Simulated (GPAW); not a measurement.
The system is InP.

```xyz
2
Lattice="0.0000 2.9305 2.9305 2.9305 0.0000 2.9305 2.9305 2.9305 0.0000" Properties=species:S:1:pos:R:3 pbc="T T T"
In    0.0000    0.0000    0.0000
P     4.3957    4.3957    4.3957
```

Base run:

```yaml
Program: GPAW 26.7.0
Functional: SCAN
Potentials_or_basis: GPAW PAW data sets (gpaw-data 1.2.1)
Cutoff: 600 eV
Basis: pw
k_mesh: 6 × 6 × 6
Occupations: fermi-dirac, width 0.05 eV
Spin: spin-orbit coupling, no magnetisation
```

Its results: band gap on the k mesh 1.02 eV, direct; pressure 0.9 GPa.

Question: The run is repeated on the same cell with these changes: functional from SCAN to mBEEF. What comes out?

Answer: Band gap on the k mesh 1.28 eV, direct; pressure 1.6 GPa.

Caveats: spin-orbit coupling was added after a scalar SCF, so levels and gaps hold it while energy, forces, pressure and moments don't; this program's spin-orbit splittings come out too wide for heavy elements; the PAW data sets were made with another functional, which shifts forces and pressure a little.

Not every run made on this cell is shown here.
